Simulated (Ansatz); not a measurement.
**Does the structure type survive?**

These are results of DFT PBEsol, scalar-relativistic, plane waves, PAW (Ansatz), not measurements. Settings: cutoff 420 eV, Γ-centred meshes no coarser than 0.19 Å⁻¹ for metals and 0.3 Å⁻¹ for insulators (2π included), Gaussian smearing.

Each formula is placed on the named type at a guessed volume, then cell and atoms relax at zero pressure without lowering the symmetry. Keeping the type says nothing about stability against other structures or lower symmetry. Neighbours of an atom are counted within 25 % of the shortest distance of their pair. The atoms listed around a site end at a clear gap in distance instead, so their number can differ.

Task: Li on the black phosphorus type (Cmce, No. 64): does the type hold?

Result: No, it ends in Fmmm (No. 69) with a = 3.044 Å, b = 5.053 Å, c = 10.564 Å. Li is coordinated by 1 Li at 2.75 Å and 8 Li at 2.95–3.04 Å (next Li at 3.58 Å).

Task: V on the grey arsenic (A7) type (R-3m, No. 166): does the type hold?

Result: No, it turns into the alpha-mercury structure, R-3m (No. 166), a = 2.822 Å, c = 5.762 Å. V is coordinated by 6 V at 2.52 Å and 6 V at 2.82 Å.

Task: V on the alpha-gallium type (Cmce, No. 64): does the type hold?

Result: No, it ends in Fmmm (No. 69) with a = 2.832 Å, b = 4.303 Å, c = 8.790 Å. V has 7 V at 2.38–2.58 Å and 4 V at 2.83–2.95 Å (next V at 3.51 Å).